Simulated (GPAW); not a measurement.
# Ga K ELNES/XANES of GaN (P6_3mc) from DFT, part 2 of 4

Aim: the dependence of the Ga K near-edge features of GaN (P6_3mc) on volume.

GPAW 26.7.0; X-ray absorption from dipole matrix elements to empty bands, plane-wave PAW revPBE.

So far. Step 2 (Ground state of the crystal): The mesh shows a gap of 1.96 eV, so the hole is first treated in a charged cell, without the excited electron.

The database entry behind the starting cell differs from later determinations by our own check (about 0.3 % short, ideal inner coordinate), so it need not match the best structure at ambient conditions.

### Step 4. Spectrum with FCH, Ga atom 1

The holes are 5.5 Å apart. In GPAW the data set carries the hole's charge, so charge=0 means a charged cell and charge=-1 a neutral one. The excited electron is left out and a uniform background balances the charge. After the field has converged, empty bands are computed with the density fixed and the dipole matrix elements are summed.

The absorber has 1 N at 1.94 Å and 3 N at 1.95 Å (tetrahedral, site symmetry 3m).

xas.py reads:

```python
import numpy as np
from ase import Atoms
from ase.parallel import parprint, paropen
from gpaw import GPAW, PW, FermiDirac, Mixer, MixerDif, setup_paths
from gpaw.test import gen
setup_paths.insert(0, '.')
gen('Ga', name='fch1s', xcname='revPBE', corehole=(1, 0, 1), write_xml=True)
from gpaw.mpi import world
world.barrier()

atoms = Atoms('Ga6N6',
    cell=[[0, -5.50792157, 0],
     [4.77, -2.75396078, 0],
     [-1.59, 2.75396078, 5.166]],
    scaled_positions=[[0.83333333, 0.5, 0.5],
     [0.16666667, 0.83333333, 0.5],
     [0.5, 0.16666667, 0.5],
     [0.66666667, 0, 0],
     [0, 0.33333333, 0],
     [0.33333333, 0.66666667, 0],
     [0.95833333, 0.625, 0.875],
     [0.29166667, 0.95833333, 0.875],
     [0.625, 0.29166667, 0.875],
     [0.79166667, 0.125, 0.375],
     [0.125, 0.45833333, 0.375],
     [0.45833333, 0.79166667, 0.375]],
    pbc=True)
atoms.calc = calc = GPAW(legacy_gpaw=True, mode=PW(500, force_complex_dtype=True), xc='revPBE', setups={0: 'fch1s'},
    kpts={'size': (4, 4, 4), 'gamma': True}, occupations=FermiDirac(0.02),
    charge=0, mixer=Mixer(0.1, 5, 50), maxiter=150,
    convergence={'density': 0.0001, 'eigenstates': 1e-6}, txt='scf.txt')
energy = atoms.get_potential_energy() + calc.get_reference_energy()
ef = calc.get_fermi_level()
out = dict(energy=energy, fermi=ef, forces=atoms.get_forces().tolist())
parprint(f'all-electron energy {energy:.4f} eV, Fermi level {ef:.4f} eV')
ev = np.array([[calc.get_eigenvalues(k, s) for k in range(len(calc.get_ibz_k_points()))] for s in range(calc.get_number_of_spins())])
out['homo'], out['lumo'], out['counts'] = ev[ev < ef].max(), ev[ev > ef].min(), sorted(set((ev < ef).sum((0, 2)).tolist()))
out['filled'] = (ev[:, 0] < ef).sum(1).tolist()

from ase.units import Ha
from gpaw.xas import dipole_matrix_elements
nb = int(calc.get_number_of_electrons() / 2) + 84
top, nb = nb, nb + 8 + nb // 12
nscf = calc.fixed_density(kpts={'size': (5, 5, 5), 'gamma': True}, nbands=nb,
    convergence={'bands': top, 'eigenstates': 5e-3}, maxiter=60, txt='nscf.txt')
cell = atoms.cell.array
ops = [cell.T @ U.T @ np.linalg.inv(cell.T) for U in nscf.wfs.kd.symmetry.op_scc]
filled = [24]  # bands filled in the ground state, by spin
E = np.arange(-6, 34, 0.1)
fwhm = np.interp(E, [4, 25], [1.82, 3.5])
Y, X, zero, highest = 0, 0, 1e9, 1e9
for spin in range(nscf.get_number_of_spins()):
    wfs = nscf.wfs
    mine = wfs.bd.get_slice()  # this rank's bands
    A = dipole_matrix_elements(wfs.setups[0])
    eps = np.zeros((wfs.kd.nibzkpts, nb))
    d = np.zeros((3, A.shape[1], wfs.kd.nibzkpts, nb), complex)
    for kpt in wfs.kpt_u:
        if kpt.s == spin and 0 in kpt.P_ani:
            eps[kpt.k, mine] = kpt.eps_n * Ha
            d[:, :, kpt.k, mine] = (kpt.weight * wfs.nspins / 2) ** 0.5 * np.inner(A, kpt.P_ani[0])
    world.sum(eps)
    world.sum(d)
    T = np.einsum('amkn,bmkn->abkn', d, d.conj()).real
    T = sum(np.einsum('ai,ijkn,bj->abkn', R, T, R) for R in ops) / len(ops)
    empty = np.ones_like(eps, bool) & (np.arange(nb) >= filled[spin])
    zero, highest = min(zero, eps[empty].min()), min(highest, eps[:, top - 1].min())
    lines = [(eps, T, empty)] if spin == 0 else lines + [(eps, T, empty)]
for eps, T, empty in lines:
    f = np.einsum('aakn->akn', T).reshape(3, -1)
    x = eps.ravel() - zero
    w = np.interp(x, E, fwhm) / 2.35482
    g = np.exp(-0.5 * ((E[:, None] - x) / w) ** 2) / (w * (2 * np.pi) ** 0.5)
    Y = Y + (f * empty.ravel()) @ g.T
    X = X + (f * ~empty.ravel()) @ g.T
out.update(E=E.round(2).tolist(), xas=Y.tolist(), xes=X.tolist(), zero=zero, valid=highest - zero, nk=len(eps), nb=nb)
for i in range(0, len(E), 10):
    parprint(f'{E[i]:7.2f}', *(f'{v:10.3e}' for v in Y[:, i]))
import json
with paropen('out.json', 'w') as f:
    json.dump(out, f)
```

Command:

```bash
> OMP_NUM_THREADS=1 mpirun -n 4 gpaw python xas.py
```

Numbers of over 12 decimals in the logs are rounded to 6 here.

Output:

```text
Input parameters:
  convergence: {density: 0.0001,
                eigenstates: 1e-06}
  kpts: {gamma: True,
         size: (4, 4, 4)}
  maxiter: 150
  mixer: {backend: pulay,
          beta: 0.1,
          method: separate,
          nmaxold: 5,
          weight: 50}
  mode: {ecut: 500.0,
         force_complex_dtype: True,
         name: pw}
  occupations: {fixmagmom: False,
                name: fermi-dirac,
                width: 0.02}
  setups: {0: fch1s}
  xc: revPBE

Initialize ...

[... PAW data sets ...]

Reference energy: -315822.542395  # eV

Spin-paired calculation

[... convergence settings ...]
Symmetries present (total): 1
  [... symmetry matrices ...]

64 k-points: 4 x 4 x 4 Monkhorst-Pack grid + [1/8,1/8,1/8]
36 k-points in the irreducible part of the Brillouin zone
       k-points in crystal coordinates                weights
   0:     0.00000000    0.00000000    0.00000000          1/64
   1:     0.00000000    0.00000000    0.25000000          2/64
   2:     0.00000000    0.00000000    0.50000000          1/64
   3:     0.00000000    0.25000000   -0.25000000          2/64
   4:     0.00000000    0.25000000    0.00000000          2/64
   5:     0.00000000    0.25000000    0.25000000          2/64
   6:     0.00000000    0.25000000    0.50000000          2/64
   7:     0.00000000    0.50000000    0.00000000          1/64
   8:     0.00000000    0.50000000    0.25000000          2/64
   9:     0.00000000    0.50000000    0.50000000          1/64
          ...
  35:     0.50000000    0.50000000    0.50000000          1/64

Wave functions: Plane wave expansion
  Cutoff energy: 500.000 eV
  Number of coefficients (min, max): 3403, 3468
  Pulay-stress correction: 0.000000 eV/Ang^3 (de/decut=0.000000)
  Using FFTW library
  Wavefunction extrapolation:
    Improved wavefunction reuse through dual PAW basis

Occupation numbers: Fermi-Dirac:
  width: 0.0200  # eV

Eigensolver
   Davidson(niter=2)

Densities:
  Coarse grid: 30*30*32 grid
  Fine grid: 60*60*64 grid
  Total Charge: 1.000000

Density mixing:
  Method: separate
  Backend: pulay
  Linear mixing parameter: 0.1
  old densities: 5
  Width of damping distribution: 1.1
  Damping of long wavelength oscillations: 50

[... Hamiltonian set-up ...]
Number of atoms: 12
Number of atomic orbitals: 48
Number of bands in calculation: 33
Number of valence electrons: 48
Bands to converge: occupied

... initialized

Initializing position-dependent things.

Density initialized from atomic densities
Creating initial wave functions:
  33 bands from LCAO basis set

         N       N

           N
         Ga   N  Ga
        N  Ga   N
              Ga

        Ga      Ga

Atomic positions and initial magnetic moments

Positions:
   0 Ga     1.590000   -4.589935    2.583000    ( 0.0000,  0.0000,  0.0000)
   1 Ga     3.180000   -1.835974    2.583000    ( 0.0000,  0.0000,  0.0000)
   2 Ga     0.000000   -1.835974    2.583000    ( 0.0000,  0.0000,  0.0000)
   3 Ga     0.000000   -3.671948    0.000000    ( 0.0000,  0.0000,  0.0000)
   4 Ga     1.590000   -0.917987    0.000000    ( 0.0000,  0.0000,  0.0000)
   5 Ga     3.180000   -3.671948    0.000000    ( 0.0000,  0.0000,  0.0000)
   6 N      1.590000   -4.589935    4.520250    ( 0.0000,  0.0000,  0.0000)
   7 N      3.180000   -1.835974    4.520250    ( 0.0000,  0.0000,  0.0000)
   8 N      0.000000   -1.835974    4.520250    ( 0.0000,  0.0000,  0.0000)
   9 N     -0.000000   -3.671948    1.937250    ( 0.0000,  0.0000,  0.0000)
  10 N      1.590000   -0.917987    1.937250    ( 0.0000,  0.0000,  0.0000)
  11 N      3.180000   -3.671948    1.937250    ( 0.0000,  0.0000,  0.0000)

Unit cell:
           periodic     x           y           z      points  spacing
  1. axis:    yes    0.000000   -5.507922    0.000000    30     0.1520
  2. axis:    yes    4.770000   -2.753961    0.000000    30     0.1520
  3. axis:    yes   -1.590000    2.753961    5.166000    32     0.1614

  Lengths:   5.507922   5.507922   6.066297
  Angles:  116.999149 116.999149  60.000000

Effective grid spacing dv^(1/3) = 0.1677

iter:   1   -91.462370
iter:   2   -86.722185   -1.04  -0.56
iter:   3   -81.615464   -0.23  -0.67
iter:   4   -81.728725   -1.28  -1.12
iter:   5   -81.721156   -1.98  -1.37
iter:   6   -81.689898   -2.25  -1.95
iter:   7   -81.671065   -3.01  -2.05
iter:   8   -81.673597c  -3.06  -2.59
iter:   9   -81.671285c  -3.34  -2.52
iter:  10   -81.670854c  -4.74  -2.76
iter:  11   -81.671074c  -4.28  -3.08
iter:  12   -81.670913c  -4.43  -3.01
iter:  13   -81.670897c  -5.62  -3.29
iter:  14   -81.670899c  -6.71c -3.72
iter:  15   -81.670899c  -6.44c -3.84
iter:  16   -81.670903c  -6.01c -3.95
iter:  17   -81.670905c  -5.66  -3.89
iter:  18   -81.670898c  -6.38c -3.76
iter:  19   -81.670898c  -7.10c -4.37c

Converged after 19 iterations.

Dipole moment: (3.220848, -6.059220, 3.974444) |e|*Ang

Energy contributions relative to reference atoms: (reference = -315822.542395)

Kinetic:       +144.663181
Potential:     -139.062281
External:        +0.000000
XC:             -87.214520
Entropy (-ST):   -0.000000
Local:           -0.057278
SIC:             +0.000000
--------------------------
Free energy:    -81.670898
Extrapolated:   -81.670898

Showing only first 2 kpts
 Kpt  Band  Eigenvalues  Occupancy
  0    22      6.80699    2.00000
  0    23      6.80742    2.00000
  0    24      8.51735    0.00000
  0    25     10.91801    0.00000

  1    22      6.66204    2.00000
  1    23      6.66633    2.00000
  1    24      9.67658    0.00000
[...]
Fermi level: 7.76918

Gap: 1.710 eV
Transition (v -> c):
  (s=0, k=0, n=23, [0.00, 0.00, 0.00]) -> (s=0, k=0, n=24, [0.00, 0.00, 0.00])
No difference between direct/indirect transitions

Forces in eV/Ang:
  0 Ga   -0.00003    0.00018   -0.01149
  1 Ga   -0.00007    0.00023    0.67541
  2 Ga   -0.00005    0.00021    0.55931
  3 Ga    0.51769    0.24805   -0.76707
  4 Ga   -0.47393    0.32486   -0.76706
  5 Ga   -0.04470   -0.57233   -0.76710
  6 N     0.00067   -0.00056   -1.46222
  7 N     0.00079   -0.00054    0.31614
  8 N     0.00076   -0.00052    0.19983
  9 N     1.37427   -0.88944    0.67545
 10 N     0.08277    1.63373    0.67551
 11 N    -1.45653   -0.74655    0.67538
Scalar-relativistic atomic revPBE calculation for Ga (Gallium, Z=31)
Core hole in 1s state (1s occupation: 1.0)
600 radial gridpoints.
|------------------------------------------------|
|------------------------------------------------|
[... the atom generator's iteration count ...]

Energy contributions:
-------------------------
Kinetic:    +1582.832673
XC:           -66.316788
Potential:  -3077.580868
-------------------------
Total:      -1561.064983

state      eigenvalue         ekin         rmax
-----------------------------------------------
1s^1.0 :  -389.518808   491.410736        0.032
2s^2.0 :   -49.688473    97.121853        0.179
2p^6.0 :   -44.275887    95.841058        0.142
3s^2.0 :    -6.372965    22.109512        0.549
3p^6.0 :    -4.569721    20.066606        0.544
3d^10.0:    -1.423813    15.061766        0.503
4s^2.0 :    -0.716397     2.608616        1.738
4p^1.0 :    -0.412617     1.678331        2.092
-----------------------------------------------
(units: Bohr and Hartree)

Generating PAW setup
Kinetic energy of the core from tauc = 1590.848088
Cutoffs:
rc(s)=2.200
rc(p)=2.200
rc(d)=2.200
rc(vbar)=1.980
rc(comp)=2.200
rc(nct)=2.200

Kinetic energy of the core states: 1575.937110
Charge: 1.0
Core electrons: 27.0
Valence electrons: 3.0
Pseudo-core charge: 1.200813
Shape function alpha=2.066
Pseudo-electron charge 4.626002
state    eigenvalue         norm
--------------------------------
4s(2) :    -0.716397     1.200172
*s    :     0.283603
4p(1) :    -0.412617     1.024845
*p    :     0.587383
*d    :     0.000000
--------------------------------

Diagonalizing with gridspacing h=0.050

state   all-electron     PAW
-------------------------------
4s:      -0.716397    -0.716622
4p:      -0.412617    -0.412811
*d:                   -0.113185
*f:                   -0.025350
-------------------------------
all-electron energy -315904.2133 eV, Fermi level 7.7692 eV
[...]
31.00  1.273e-07  1.274e-07  8.079e-08
  32.00  1.181e-07  1.182e-07  7.673e-08
  33.00  1.024e-07  1.025e-07  7.186e-08
```

Run time: 2.4 min. Hardware: 4 MPI ranks of Intel Xeon Platinum 8259CL at 2.50GHz (Skylake/Cascade Lake), shared host; peak memory 0.47 GiB; 9.5 min of CPU time.

The Ga K spectrum, Ga atom 1, full core hole (charged cell) (energy from the lowest empty level; intensity scaled to a mean of 1 over the first 20 eV; polarised curves are means over the symmetry-equivalent atoms):

```csv
E (eV),isotropic,ε ⊥ c,ε ∥ c
-2.0,0.00,0.00,0.00
-1.5,0.00,0.00,0.00
-1.0,0.00,0.00,0.00
-0.5,0.00,0.00,0.00
0.0,0.00,0.00,0.00
0.5,0.02,0.02,0.02
1.0,0.06,0.06,0.05
1.5,0.17,0.18,0.14
2.0,0.38,0.41,0.32
2.5,0.69,0.73,0.60
3.0,1.01,1.06,0.92
3.5,1.23,1.25,1.17
4.0,1.27,1.26,1.31
4.5,1.21,1.14,1.35
5.0,1.18,1.06,1.43
5.5,1.24,1.06,1.60
6.0,1.35,1.14,1.76
6.5,1.48,1.30,1.83
7.0,1.67,1.60,1.79
7.5,1.91,2.03,1.68
8.0,2.08,2.37,1.50
8.5,2.01,2.40,1.23
9.0,1.74,2.13,0.98
9.5,1.41,1.70,0.83
10.0,1.17,1.33,0.85
10.5,1.07,1.09,1.02
11.0,1.05,0.96,1.24
11.5,1.04,0.88,1.36
12.0,0.98,0.80,1.33
12.5,0.86,0.71,1.16
13.0,0.73,0.62,0.95
13.5,0.63,0.56,0.79
14.0,0.57,0.51,0.70
14.5,0.56,0.50,0.69
15.0,0.59,0.52,0.73
15.5,0.65,0.57,0.80
16.0,0.72,0.64,0.88
16.5,0.79,0.71,0.96
17.0,0.86,0.78,1.01
17.5,0.92,0.86,1.04
18.0,0.97,0.93,1.04
18.5,1.00,1.00,1.01
19.0,1.02,1.05,0.95
19.5,1.01,1.08,0.87
20.0,0.98,1.07,0.80
20.5,0.94,1.04,0.75
21.0,0.91,1.00,0.72
21.5,0.87,0.96,0.71
22.0,0.84,0.91,0.72
22.5,0.81,0.86,0.72
23.0,0.78,0.81,0.73
23.5,0.77,0.77,0.76
24.0,0.76,0.74,0.80
24.5,0.76,0.72,0.86
25.0,0.78,0.71,0.92
25.5,0.80,0.71,0.98
26.0,0.82,0.73,1.02
26.5,0.84,0.75,1.03
27.0,0.85,0.77,1.01
27.5,0.85,0.79,0.95
28.0,0.83,0.81,0.87
28.5,0.80,0.81,0.78
```

Main maxima below 28 eV (height): 3.8 eV (1.28), 8.2 eV (2.09), 19.0 eV (1.02) and 27.0 eV (0.85). A K edge sees empty p states on the absorber.

The energy difference (zero at 10402 eV) isn't read as a photon energy: for so heavy an absorber the terms left out (the hole's spin, the functional's error) amount to tens of eV or more.

### Step 5. Reference energy of the supercell

The cell changes for the next run, so it gets a reference energy of its own.

The cell differs from the one that the last finished run ended in (a 5.508 → 5.395 Å, b 5.508 → 5.395 Å, c 6.066 → 5.942 Å).

scf.py reads:

```python
import numpy as np
from ase import Atoms
from ase.parallel import parprint, paropen
from gpaw import GPAW, PW, FermiDirac, Mixer, MixerDif, setup_paths
from gpaw.test import gen
setup_paths.insert(0, '.')
gen('Ga', name='nch1s', xcname='revPBE', corehole=(1, 0, 0), write_xml=True)
from gpaw.mpi import world
world.barrier()

atoms = Atoms('Ga6N6',
    cell=[[0, -5.39548346, 0],
     [4.67262574, -2.69774173, 0],
     [-1.55754191, 2.69774173, 5.06054184]],
    scaled_positions=[[0.83333333, 0.5, 0.5],
     [0.16666667, 0.83333333, 0.5],
     [0.5, 0.16666667, 0.5],
     [0.66666667, 0, 0],
     [0, 0.33333333, 0],
     [0.33333333, 0.66666667, 0],
     [0.95833333, 0.625, 0.875],
     [0.29166667, 0.95833333, 0.875],
     [0.625, 0.29166667, 0.875],
     [0.79166667, 0.125, 0.375],
     [0.125, 0.45833333, 0.375],
     [0.45833333, 0.79166667, 0.375]],
    pbc=True)
atoms.calc = calc = GPAW(legacy_gpaw=True, mode=PW(500, force_complex_dtype=True), xc='revPBE', setups={0: 'nch1s'},
    kpts={'size': (4, 4, 4), 'gamma': True}, occupations=FermiDirac(0.02),
    charge=0, mixer=Mixer(0.1, 5, 50), maxiter=150,
    convergence={'density': 0.0001, 'eigenstates': 1e-6}, txt='scf.txt')
energy = atoms.get_potential_energy() + calc.get_reference_energy()
ef = calc.get_fermi_level()
out = dict(energy=energy, fermi=ef, forces=atoms.get_forces().tolist())
parprint(f'all-electron energy {energy:.4f} eV, Fermi level {ef:.4f} eV')
ev = np.array([[calc.get_eigenvalues(k, s) for k in range(len(calc.get_ibz_k_points()))] for s in range(calc.get_number_of_spins())])
out['homo'], out['lumo'], out['counts'] = ev[ev < ef].max(), ev[ev > ef].min(), sorted(set((ev < ef).sum((0, 2)).tolist()))
out['filled'] = (ev[:, 0] < ef).sum(1).tolist()
import json
with paropen('out.json', 'w') as f:
    json.dump(out, f)
```

Command:

```bash
> OMP_NUM_THREADS=1 mpirun -n 4 gpaw python scf.py
```

Output:

```text
Input parameters:
  convergence: {density: 0.0001,
                eigenstates: 1e-06}
  kpts: {gamma: True,
         size: (4, 4, 4)}
  maxiter: 150
  mixer: {backend: pulay,
          beta: 0.1,
          method: separate,
          nmaxold: 5,
          weight: 50}
  mode: {ecut: 500.0,
         force_complex_dtype: True,
         name: pw}
  occupations: {fixmagmom: False,
                name: fermi-dirac,
[...]
4s(2) :    -0.326311     1.132991
*s    :     0.673689
4p(1) :    -0.092959     1.011308
*p    :     0.907041
*d    :     0.000000
--------------------------------

Diagonalizing with gridspacing h=0.050

state   all-electron     PAW
-------------------------------
4s:      -0.326311    -0.326463
4p:      -0.092959    -0.093044
*d:                    0.026030
*f:                    0.060048
-------------------------------
all-electron energy -326295.9631 eV, Fermi level 8.1140 eV
[key lines of the parts left out:]
Converged after 13 iterations.
Dipole moment: (2.846919, -4.930981, 4.269223) |e|*Ang
Free energy:    -63.218486
Fermi level: 8.11402
```

Run time: 36 s. Hardware: 4 MPI ranks; peak memory 0.26 GiB; 2.4 min of CPU time.

Reference energy: -326295.963 eV with the cores included.

### Step 6. Spectrum with FCH, Ga atom 1

Shorter bonds are expected to push antibonding states and scattering resonances up, and longer ones down; the cell is scaled to test that.

Changed against the first core-hole run: volume scale from 1 to 0.94.

xas.py, as its differences from that of step 4:

```diff
@@ -11,5 +11,5 @@
 atoms = Atoms('Ga6N6',
-    cell=[[0, -5.50792157, 0],
-     [4.77, -2.75396078, 0],
-     [-1.59, 2.75396078, 5.166]],
+    cell=[[0, -5.39548346, 0],
+     [4.67262574, -2.69774173, 0],
+     [-1.55754191, 2.69774173, 5.06054184]],
     scaled_positions=[[0.83333333, 0.5, 0.5],
@@ -41,3 +41,3 @@
 from gpaw.xas import dipole_matrix_elements
-nb = int(calc.get_number_of_electrons() / 2) + 84
+nb = int(calc.get_number_of_electrons() / 2) + 79
 top, nb = nb, nb + 8 + nb // 12
```

Command:

```bash
> OMP_NUM_THREADS=1 mpirun -n 4 gpaw python xas.py
```

Output:

```text
Input parameters:
  convergence: {density: 0.0001,
                eigenstates: 1e-06}
  kpts: {gamma: True,
         size: (4, 4, 4)}
  maxiter: 150
  mixer: {backend: pulay,
          beta: 0.1,
          method: separate,
          nmaxold: 5,
          weight: 50}
  mode: {ecut: 500.0,
         force_complex_dtype: True,
         name: pw}
  occupations: {fixmagmom: False,
                name: fermi-dirac,
[...]
*p    :     0.587383
*d    :     0.000000
--------------------------------

Diagonalizing with gridspacing h=0.050

state   all-electron     PAW
-------------------------------
4s:      -0.716397    -0.716622
4p:      -0.412617    -0.412811
*d:                   -0.113185
*f:                   -0.025350
-------------------------------
all-electron energy -315903.7496 eV, Fermi level 8.1015 eV
[...]
32.00  1.246e-07  1.249e-07  7.571e-08
  33.00  1.092e-07  1.102e-07  6.831e-08
[key lines of the parts left out:]
Converged after 19 iterations.
Dipole moment: (2.987809, -5.664089, 4.144182) |e|*Ang
Free energy:    -81.207208
Fermi level: 8.10146
```

The job ended after 2.2 min (4 MPI ranks; peak memory 0.44 GiB; 8.7 min of CPU time).

| E (eV) | first run | this run |
| --- | --- | --- |
| -2.0 | 0.00 | 0.00 |
| -1.0 | 0.00 | 0.00 |
| 0.0 | 0.00 | 0.01 |
| 1.0 | 0.06 | 0.09 |
| 2.0 | 0.38 | 0.51 |
| 3.0 | 1.01 | 1.11 |
| 4.0 | 1.27 | 1.19 |
| 5.0 | 1.18 | 1.09 |
| 6.0 | 1.35 | 1.27 |
| 7.0 | 1.67 | 1.63 |
| 8.0 | 2.08 | 2.06 |
| 9.0 | 1.74 | 1.72 |
| 10.0 | 1.17 | 1.15 |
| 11.0 | 1.05 | 1.07 |
| 12.0 | 0.98 | 1.08 |
| 13.0 | 0.73 | 0.85 |
| 14.0 | 0.57 | 0.62 |
| 15.0 | 0.59 | 0.58 |
| 16.0 | 0.72 | 0.68 |
| 17.0 | 0.86 | 0.81 |
| 18.0 | 0.97 | 0.91 |
| 19.0 | 1.02 | 0.98 |
| 20.0 | 0.98 | 1.00 |
| 21.0 | 0.91 | 0.96 |
| 22.0 | 0.84 | 0.90 |
| 23.0 | 0.78 | 0.85 |
| 24.0 | 0.76 | 0.80 |
| 25.0 | 0.78 | 0.81 |
| 26.0 | 0.82 | 0.86 |
| 27.0 | 0.85 | 0.91 |

Against the first run the r.m.s. difference is 6 %. The highest intensity below 24 eV stays at 8.2 eV.

The photon energy of the zero moves by +0.27 eV.

[end of part 2 of 4]

[Banner, clock and machine lines of the logs are left out without a mark of their own.]

[Logs are printed without paths, hosts, clocks, repeated set-up lines and the standing remarks that a program may print on its own settings, such as how far it seeks lower states.]

[Hosts, paths, dates, database ids (printed as entryN), source tags and the programs' standing remarks are cut or masked in the printed files.]

[Lists of maxima count a maximum above −3 eV only where it reaches 4 % of the highest in the window and stands out from its surroundings by 2 % of it (1.5 % where it reaches 55 %); shoulders and weaker maxima are passed over, and of the rest the first, up to two pre-edge ones and the few strongest are named.]
